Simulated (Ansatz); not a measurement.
# RbFeF4: the cost of one run

Program: Ansatz 0.2.0. Level of theory: DFT PBEsol, scalar-relativistic, plane waves, PAW. These are calculated values, not measurements.

**1. Starting point**

It takes space group I4_1/amd (No. 141, tetragonal). The conventional cell has a = 7.571 Å, b = 7.571 Å, c = 6.856 Å, α = 90.00°, β = 90.00°, γ = 90.00°. Rb (site symmetry -4m2) has 4 F at 1.86 Å as nearest neighbours. Around Fe (site symmetry -4m2) lie 8 F at 2.44 to 2.61 Å. F (site symmetry m) has 1 Rb at 1.86 Å and 2 Fe at 2.44 to 2.61 Å as nearest neighbours.

Structure file:

```cif
data_structure
_symmetry_space_group_name_H-M 'P 1'
_symmetry_Int_Tables_number 1
_cell_length_a 6.3570
_cell_length_b 6.3570
_cell_length_c 6.3570
_cell_angle_alpha 106.906
_cell_angle_beta 106.906
_cell_angle_gamma 114.734
_cell_volume 196.49
loop_
_atom_site_label
_atom_site_type_symbol
_atom_site_fract_x
_atom_site_fract_y
_atom_site_fract_z
_atom_site_occupancy
Rb1 Rb 0.25000 0.75000 0.50000 1
Rb2 Rb 0.50000 0.50000 0.00000 1
Fe1 Fe 0.75000 0.25000 0.50000 1
Fe2 Fe 0.00000 0.00000 0.00000 1
F1 F 0.13680 0.32110 0.81570 1
F2 F 0.07110 0.75540 0.68430 1
F3 F 0.50540 0.32110 0.18430 1
F4 F 0.07110 0.38680 0.31570 1
F5 F 0.61320 0.92890 0.68430 1
F6 F 0.67890 0.86320 0.18430 1
F7 F 0.24460 0.92890 0.31570 1
F8 F 0.67890 0.49460 0.81570 1
```

(A quick probe on a coarse mesh, which set the mesh and smearing, is not shown.)

**3. Rough relaxation on the coarse mesh**

The input, input.yaml:

```yaml
crystal:
  lattice:
    - [-3.785485974, 3.785485974, 3.4280232127]
    - [3.785485974, -3.785485974, 3.4280232127]
    - [3.785485974, 3.785485974, -3.4280232127]
  atoms:
    - { symbol: Rb, position: [0.25, 0.75, 0.5], spin: 0.15 }
    - { symbol: Rb, position: [0.5, 0.5, 0.0], spin: 0.15 }
    - { symbol: Fe, position: [0.75, 0.25, 0.5], spin: 4.11 }
    - { symbol: Fe, position: [0.0, 0.0, 0.0], spin: 4.11 }
    - { symbol: F, position: [0.1368, 0.3211, 0.8157], spin: 0.17 }
    - { symbol: F, position: [0.0711, 0.7554, 0.6843], spin: 0.17 }
    - { symbol: F, position: [0.5054, 0.3211, 0.1843], spin: 0.17 }
    - { symbol: F, position: [0.0711, 0.3868, 0.3157], spin: 0.17 }
    - { symbol: F, position: [0.6132, 0.9289, 0.6843], spin: 0.17 }
    - { symbol: F, position: [0.6789, 0.8632, 0.1843], spin: 0.17 }
    - { symbol: F, position: [0.2446, 0.9289, 0.3157], spin: 0.17 }
    - { symbol: F, position: [0.6789, 0.4946, 0.8157], spin: 0.17 }
basis:
  ecutwfc: 420
kpoints:
  mp_grid: { grid: [4, 4, 4] }
hamiltonian:
  xc: pbesol
scf:
  occupations: { method: gaussian, width: 0.1 }
  lower_state_search: "off"
output:
  forces: true
  stress: true
  eigenvalues: true
  populations: true
magnetization:
  spin_polarized: true
relax:
  adjacent_minimum: "off"
  f_tol: 0.04
  max_steps: 70
  cell: { stress_tol: 0.4 }
```

Started as:

```bash
$ ansatz run input.yaml --threads 1 --pin off --max-ram 2560MiB --backend cpu --events-out ev --progress --plain --runs-dir out
```

Q: Estimate wall time and peak memory on 1 thread of Arm Neoverse V1, shared host.

About 20 min, with a peak of 0.75 GiB.
